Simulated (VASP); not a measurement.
# Sn3Te (Pm-3m) in VASP: single point with PBE

Aim: the single point of Sn3Te with PBE.

All numbers are computed with VASP 6.6.1; they aren't measurements. Logs are shortened: lines on timing, memory, paths and dates and some standing lists are left out, and cuts for length are marked.

### 1 The crystal as given

The structure is cubic, space group Pm-3m (No. 221). The conventional cell has a = 4.866 Å, b = 4.866 Å, c = 4.866 Å, α = 90.00°, β = 90.00°, γ = 90.00°. Sn (site symmetry 4/mmm) has 8 Sn at 3.44 Å and 4 Te at 3.44 Å as nearest neighbours. Te (site symmetry m-3m) has 12 Sn at 3.44 Å as nearest neighbours.

The cell comes from a database or a generator and needn't be the stable form of this composition.

### 2 Single point, PBE

INCAR

```
SYSTEM = Sn3Te
PREC = Accurate
ENCUT = 520
EDIFF = 1E-6
ISMEAR = -1
SIGMA = 0.15
LREAL = .False.
LASPH = .True.
NELM = 100
ALGO = Normal
ISIF = 2
LWAVE = .False.
LCHARG = .False.
GGA = PE
NBANDS = 32
```

KPOINTS

```
regular mesh
0
Gamma
  4 4 4
  0 0 0
```

POSCAR

```
Sn3Te
1.0
    4.8656220000      0.0000000000      0.0000000000
    0.0000000000      4.8656220000      0.0000000000
    0.0000000000      0.0000000000      4.8656220000
Sn Te
3 1
Direct
    0.5000000000      0.5000000000      0.0000000000
    0.5000000000      0.0000000000      0.5000000000
    0.0000000000      0.5000000000      0.5000000000
    0.0000000000      0.0000000000      0.0000000000
```

Potentials or basis: VASP PAW PBE potentials, release 64 (Sn_d, Te).

On the command line:

```bash
$ cat potpaw_PBE.64/Sn_d/POTCAR potpaw_PBE.64/Te/POTCAR > POTCAR
$ mpirun -np 1 vasp_std > vasp.out
```

OUTCAR:

```text
SYSTEM = Sn3Te
   PREC = Accurate
   ENCUT = 520
   EDIFF = 1E-6
   ISMEAR = -1
   LREAL = .False.
   LASPH = .True.
   NELM = 100
   ISIF = 2
   GGA = PE

 ion  position               nearest neighbor table
   1  0.500  0.500  0.000-   2 3.44   3 3.44   4 3.44   2 3.44   3 3.44   2 3.44   4 3.44   2 3.44
                             3 3.44   4 3.44   3 3.44   4 3.44
   2  0.500  0.000  0.500-   1 3.44   3 3.44   4 3.44   1 3.44   4 3.44   1 3.44   3 3.44   1 3.44
                             3 3.44   4 3.44   4 3.44   3 3.44
   3  0.000  0.500  0.500-   1 3.44   2 3.44   4 3.44   1 3.44   4 3.44   2 3.44   4 3.44   4 3.44
                             1 3.44   2 3.44   1 3.44   2 3.44
   4  0.000  0.000  0.000-   1 3.44   2 3.44   3 3.44   2 3.44   3 3.44   1 3.44   3 3.44   3 3.44
                             1 3.44   2 3.44   2 3.44   1 3.44

  LATTYP: Found a simple cubic cell.
 ALAT       =     4.8656220000

  Lattice vectors:

 A1 = (   4.8656220000,   0.0000000000,   0.0000000000)
 A2 = (   0.0000000000,   4.8656220000,   0.0000000000)
 A3 = (   0.0000000000,   0.0000000000,   4.8656220000)

Analysis of symmetry for initial positions (statically):
=====================================================================
 Subroutine PRICEL returns:
 Original cell was already a primitive cell.

 Routine SETGRP: Setting up the symmetry group for a
 simple cubic supercell.

 Subroutine GETGRP returns: Found 48 space group operations
 (whereof 48 operations were pure point group operations)
 out of a pool of 48 trial point group operations.

The static configuration has the point symmetry O_h .

Analysis of symmetry for dynamics (positions and initial velocities):
=====================================================================
 Subroutine PRICEL returns:
 Original cell was already a primitive cell.

 Routine SETGRP: Setting up the symmetry group for a
 simple cubic supercell.

 Subroutine GETGRP returns: Found 48 space group operations
 (whereof 48 operations were pure point group operations)
 out of a pool of 48 trial point group operations.

The dynamic configuration has the point symmetry O_h .

 Subroutine INISYM returns: Found 48 space group operations
 (whereof 48 operations are pure point group operations),
 and found     1 'primitive' translations

----------------------------------------------------------------------------------------

                                     Primitive cell

  volume of cell :     115.1901

  direct lattice vectors                    reciprocal lattice vectors
     4.865622000  0.000000000  0.000000000     0.205523569  0.000000000  0.000000000
     0.000000000  4.865622000  0.000000000     0.000000000  0.205523569  0.000000000
     0.000000000  0.000000000  4.865622000     0.000000000  0.000000000  0.205523569

  length of vectors
     4.865622000  4.865622000  4.865622000     0.205523569  0.205523569  0.205523569

  position of ions in fractional coordinates (direct lattice)
     0.500000000  0.500000000  0.000000000
     0.500000000  0.000000000  0.500000000
     0.000000000  0.500000000  0.500000000
     0.000000000  0.000000000  0.000000000

  ion indices of the primitive-cell ions
   primitive index   ion index
                 1           1
                 2           2
                 3           3
                 4           4

----------------------------------------------------------------------------------------

 KPOINTS: regular mesh

Automatic generation of k-mesh.
 Grid dimensions read from file:
 generate k-points for:    4    4    4

 Generating k-lattice:

  Cartesian coordinates                     Fractional coordinates (reciprocal lattice)
     0.051380892  0.000000000  0.000000000     0.250000000  0.000000000  0.000000000
     0.000000000  0.051380892  0.000000000     0.000000000  0.250000000  0.000000000
     0.000000000  0.000000000  0.051380892     0.000000000  0.000000000  0.250000000

  Length of vectors
     0.051380892  0.051380892  0.051380892

  Shift w.r.t. Gamma in fractional coordinates (k-lattice)
     0.000000000  0.000000000  0.000000000

 Subroutine IBZKPT returns following result:
 ===========================================

 Found     10 irreducible k-points:

 Following reciprocal coordinates:
            Coordinates               Weight
  0.000000  0.000000  0.000000      1.000000
  0.250000  0.000000  0.000000      6.000000
  0.500000  0.000000  0.000000      3.000000
  0.250000  0.250000  0.000000     12.000000
  0.500000  0.250000  0.000000     12.000000
  0.500000  0.500000  0.000000      3.000000
  0.250000  0.250000  0.250000      8.000000
  0.500000  0.250000  0.250000     12.000000
  0.500000  0.500000  0.250000      6.000000
  0.500000  0.500000  0.500000      1.000000
   k-points           NKPTS =     10   k-points in BZ     NKDIM =     10   number of bands    NBANDS=     32
   number of dos      NEDOS =    301   number of ions     NIONS =      4
   total plane-waves  NPLWV =  46656
   dimension x,y,z NGX =    36 NGY =   36 NGZ =   36
   dimension x,y,z NGXF=    72 NGYF=   72 NGZF=   72
   ions per type =               3   1
   NGX,Y,Z   is equivalent  to a cutoff of  12.30, 12.30, 12.30 a.u.
   NGXF,Y,Z  is equivalent  to a cutoff of  24.60, 24.60, 24.60 a.u.
 SYSTEM =  Sn3Te
   PREC   = accura    normal or accurate (medium, high low for compatibility)
   ISTART =      0    job   : 0-new  1-cont  2-samecut
   ICHARG =      2    charge: 1-file 2-atom 10-const
   ISPIN  =      1    spin polarized calculation?
   LNONCOLLINEAR =      F non collinear calculations
   LSORBIT =      F    spin-orbit coupling
   LASPH  =      T    aspherical Exc in radial PAW
   ENCUT  =  520.0 eV  38.22 Ry    6.18 a.u.   9.05  9.05  9.05*2*pi/ulx,y,z
   NELM   =    100;   NELMIN=  2; NELMDL= -5     # of ELM steps
   EDIFF  = 0.1E-05   stopping-criterion for ELM
   LREAL  =      F    real-space projection
   EDIFFG = 0.1E-04   stopping-criterion for IOM
   NSW    =      0    number of steps for IOM
   IBRION =     -1    ionic relax: 0-MD 1-quasi-New 2-CG
   NFREE  =      0    steps in history (QN), initial steepest desc. (CG)
   ISIF   =      2    stress and relaxation
   ISYM   =      2    0-nonsym 1-usesym 2-fastsym
   POTIM  = 0.5000    time-step for ionic-motion
   TEBEG  =    0.0;   TEEND  =   0.0 temperature during run
   PSTRESS=    0.0 pullay stress
   NELECT =      48.0000    total number of electrons
   NUPDOWN=      -1.0000    fix difference up-down
   EMIN   =  10.00;   EMAX   =-10.00  energy-range for DOS
   EFERMI =   0.00;   METHOD = LEGACY
   ISMEAR =    -1;   SIGMA  =   0.15  broadening in eV -4-tet -1-fermi 0-gaus
   EFERMI_NEDOS =   21; number of points for ismear=-14 and -15
   IALGO  =     38    algorithm
   IMIX   =      4    mixing-type and parameters
     AMIX     =   0.40;   BMIX     =  1.00
     AMIX_MAG =   1.60;   BMIX_MAG =  1.00
  volume/ion in A,a.u.               =      28.80       194.34
  Fermi-wavevector in a.u.,A,eV,Ry     =   1.222785  2.310729 20.343484  1.495204
  Thomas-Fermi vector in A             =   2.357920
   LORBIT       =      0    0 simple, 1 ext, 2 COOP (PROOUT), +10 PAW based schemes
   GGA     = PE    functional components
   LHFCALC =     F    Hartree Fock is set to
   AEXX    =    0.0000 exact exchange contribution
   IVDW    =     0    specifies the selected vdW correction
   LEPSILON=     F    determine dielectric tensor
   LRPA    =     F    only Hartree local field effects (RPA)
 non-spin polarized calculation
  energy-cutoff  :      520.00
  volume of cell :      115.19
 maximum number of plane-waves:      3136
   NGX = 19   NGY = 19   NGZ = 19

 number of electron      48.0000021 magnetization

 Free energy of the ion-electron system (eV)
  ---------------------------------------------------
  ext. energy  EPLUGINS =         0.00000000
  ---------------------------------------------------
  free energy    TOTEN  =       -14.42198590 eV

  energy without entropy =      -14.23687643  energy(sigma->0) =      -14.32943116

 E-fermi :   7.7134     XC(G=0): -10.0659

 val. band max:        7.5314630264   @ k =   0.5000   0.5000   0.0000
 cond. band min:       7.7216457896   @ k =   0.5000   0.5000   0.0000
 fundamental gap:      0.1901827632
 Fermi energy:         7.7134042269

 k-point     1 :       0.0000    0.0000    0.0000
  band No.  band energies     occupation
      1     -14.0572      2.00000
      2     -14.0572      2.00000
      3     -14.0572      2.00000
      4     -14.0416      2.00000
      5     -14.0416      2.00000
      6     -14.0143      2.00000
[... 24 lines left out ...]
     31      12.4304      0.00000
     32      12.8232      0.00000

 k-point     2 :       0.2500    0.0000    0.0000
  band No.  band energies     occupation
      1     -14.0522      2.00000
      2     -14.0402      2.00000
      3     -14.0349      2.00000
      4     -14.0349      2.00000
      5     -14.0281      2.00000
      6     -13.9989      2.00000
[... 24 lines left out ...]
     31      12.6060      0.00000
     32      12.9344      0.00000

 k-point     3 :       0.5000    0.0000    0.0000
  band No.  band energies     occupation
      1     -14.0462      2.00000
      2     -14.0389      2.00000
      3     -14.0091      2.00000
      4     -14.0091      2.00000
      5     -14.0070      2.00000
      6     -14.0006      2.00000
[... 24 lines left out ...]
     31      11.2599      0.00000
     32      13.8005      0.00000

 k-point     4 :       0.2500    0.2500    0.0000
  band No.  band energies     occupation
      1     -14.0399      2.00000
      2     -14.0364      2.00000
      3     -14.0333      2.00000
      4     -14.0228      2.00000
      5     -14.0110      2.00000
      6     -14.0032      2.00000
[... 164 lines left out ...]
     31      11.9598      0.00000
     32      14.9246      0.00000

 k-point     9 :       0.5000    0.5000    0.2500
  band No.  band energies     occupation
      1     -14.0429      2.00000
      2     -14.0339      2.00000
      3     -14.0339      2.00000
      4     -14.0227      2.00000
      5     -13.9925      2.00000
      6     -13.9896      2.00000
[... 24 lines left out ...]
     31      12.8867      0.00000
     32      15.2343      0.00000

 k-point    10 :       0.5000    0.5000    0.5000
  band No.  band energies     occupation
      1     -14.0536      2.00000
      2     -14.0374      2.00000
      3     -14.0374      2.00000
      4     -14.0374      2.00000
      5     -14.0009      2.00000
      6     -14.0009      2.00000
[... 24 lines left out ...]
     31      13.0529      0.00000
     32      15.4029      0.00000

------------------------ aborting loop because EDIFF is reached ----------------------------------------

  FORCE on cell =-STRESS in cart. coord.  units (eV):
  Direction    XX          YY          ZZ          XY          YZ          ZX
  --------------------------------------------------------------------------------------
  -------------------------------------------------------------------------------------
  Total        0.1544333      0.1544333      0.1544333      0.0000000     -0.0000000      0.0000000
  in kB        2.1480113      2.1480113      2.1480113      0.0000000     -0.0000000      0.0000000
  external PRESSURE =       2.1480113 kB  Pullay stress =       0.0000000 kB

 VOLUME and BASIS-vectors are now :
 -----------------------------------------------------------------------------
  energy-cutoff  :      520.00
  volume of cell :      115.19
      direct lattice vectors                 reciprocal lattice vectors
     4.865622000  0.000000000  0.000000000     0.205523569  0.000000000  0.000000000
     0.000000000  4.865622000  0.000000000     0.000000000  0.205523569  0.000000000
     0.000000000  0.000000000  4.865622000     0.000000000  0.000000000  0.205523569

 POSITION                                       TOTAL-FORCE (eV/Angst)
 -----------------------------------------------------------------------------------
      2.43281      2.43281      0.00000         0.000000      0.000000      0.000000
      2.43281      0.00000      2.43281         0.000000      0.000000      0.000000
      0.00000      2.43281      2.43281         0.000000      0.000000      0.000000
      0.00000      0.00000      0.00000         0.000000      0.000000      0.000000
 -----------------------------------------------------------------------------------
    total drift:                                0.000000      0.000000      0.000000

  FREE ENERGIE OF THE ION-ELECTRON SYSTEM (eV)
  ---------------------------------------------------
  free  energy   TOTEN  =       -14.4219858981 eV

  energy  without entropy=      -14.2368764259  energy(sigma->0) =      -14.32943116
```

Run time: 12 s. Hardware: 1 thread of Intel Xeon 6975P-C (Granite Rapids), shared host; peak memory 0.21 GiB.

Results:

```
Free energy            : -14.4220 eV
Pressure               : 0.2 GPa
Band gap on the k mesh : none (metal or under the smearing width)
```

Levels at points of the mesh, in eV from the Fermi level:
| k point | band 20 | band 21 | band 22 | band 23 | band 24 | band 25 | band 26 | band 27 | band 28 | band 29 |
| --- | --- | --- | --- | --- | --- | --- | --- | --- | --- | --- |
| (0.00, 0.00, 0.00) | -4.26 | -4.26 | -4.26 | 0.34 | 0.34 | 0.34 | 1.83 | 1.83 | 1.83 | 4.46 |
| (0.50, 0.00, 0.00) | -3.15 | -3.15 | -1.82 | -1.82 | -1.57 | -0.42 | 1.77 | 2.02 | 2.29 | 2.29 |
| (0.50, 0.50, 0.00) | -2.32 | -1.99 | -1.99 | -1.98 | -0.81 | -0.18 | -0.18 | 0.01 | 3.37 | 3.37 |
| (0.50, 0.50, 0.50) | -5.24 | -5.24 | -5.24 | -4.42 | 2.78 | 2.78 | 2.78 | 5.28 | 5.28 | 5.28 |

The run has no spin-orbit coupling, so splittings on Te are missing.
